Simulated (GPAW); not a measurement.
Wanted: an ASE script for a GPAW 26.7.0 run.

```yaml
Task: eps q
Functional: r2SCAN
Potentials_or_basis: GPAW PAW data sets (gpaw-data 1.2.1)
Cutoff: 550 eV
Basis: pw
k_mesh: 8 × 8 × 6
Occupations: fermi-dirac, width 0.05 eV
Spin: no spin polarisation
Hubbard_terms: Zr d U = 4.5 eV
Kernel: ALDA
Response_ecut: 80 eV
Maxiter: 150
Response_k_mesh: 10 × 10 × 8
Response_bands: 39
```

Crystal: ZrB2.

```xyz
3
Lattice="3.1700 0.0000 0.0000 -1.5850 2.7453 0.0000 0.0000 0.0000 3.5330" Properties=species:S:1:pos:R:3 pbc="T T T"
Zr    0.0000    0.0000    0.0000
B     1.5850    0.9151    1.7665
B     0.0000    1.8302    1.7665
```

One way to write it, as run:

run.py

```python
import numpy as np
from ase import Atoms
from ase.dft.bandgap import bandgap
from ase.io import write
from gpaw import GPAW, PW
from gpaw.response.df import DielectricFunction

atoms = Atoms(['Zr', 'B', 'B'],
              cell=[[3.17, 0.0, 0.0],
                    [-1.585, 2.74530053, 0.0],
                    [0.0, 0.0, 3.533]],
              scaled_positions=[[0.0, 0.0, 0.0],
                                [0.6666666667, 0.3333333333, 0.5],
                                [0.3333333333, 0.6666666667, 0.5]],
              pbc=True)

calc = GPAW(mode=PW(550),
            xc='MGGA_X_R2SCAN+MGGA_C_R2SCAN',
            kpts={'size': (8, 8, 6), 'gamma': True},
            occupations={'name': 'fermi-dirac', 'width': 0.05},
            setups={'Zr': ':d,4.5'},
            nbands=20,
            convergence={'density': 1e-06},
            maxiter=150,
            txt='gpaw.txt')
atoms.calc = calc
energy = atoms.get_potential_energy()
calc.write('gs.gpw')
write('result.traj', atoms)
print(f'Energy: {energy:.6f} eV')
print('Fermi level:', round(calc.get_fermi_level(), 4), 'eV')
print(f'Gap: {bandgap(calc)[0]:.4f} eV, direct: {bandgap(calc, direct=True)[0]:.4f} eV')

dense = calc.fixed_density(kpts={'size': (10, 10, 8), 'gamma': True},
                           nbands=45, convergence={'bands': 39, 'eigenstates': 1e-7},
                           update_fermi_level=True, txt='dense.txt')
dense.write('dense.gpw', mode='all')

df = DielectricFunction('dense.gpw', frequencies=np.array([0.0]), hilbert=False, eta=0.001,
                        ecut=80, nbands=39, txt='df.txt')
for q_c in [[0.1, 0.1, 0.0], [0.2, 0.2, 0.0], [0.3, 0.3, 0.0], [0.5, 0.5, 0.0], [0.7, 0.7, 0.0], [0.9, 0.9, 0.0], [0.0, 0.0, 0.125], [0.0, 0.0, 0.25], [0.0, 0.0, 0.375], [0.0, 0.0, 0.5], [0.0, 0.0, 0.75], [0.0, 0.0, 0.875]]:
    e0, e = df.get_dielectric_function(xc='ALDA', q_c=q_c, filename=None)
    q = np.linalg.norm(2 * np.pi * np.array(q_c) @ atoms.cell.reciprocal())
    print(q_c, f'|q| = {q:.4f} 1/A: eps {e0[0].real:.4f} without, {e[0].real:.4f} with local fields')
```

Potentials or basis: GPAW PAW data sets (gpaw-data 1.2.1), pw.

Run with:

```sh
$ OMP_NUM_THREADS=1 python run.py
```

Results of the run:

```yaml
Band_gap_on_the_k_mesh: none (metal or under the smearing width)
```

Caveat: response on these states lacks terms of the Hamiltonian; U without spin polarisation on a metal has little footing; the U is typed as a test and isn't derived for this compound.

It took 6.2 min on 1 thread of Arm Neoverse V1 (shared host), peak memory 0.8 GiB.
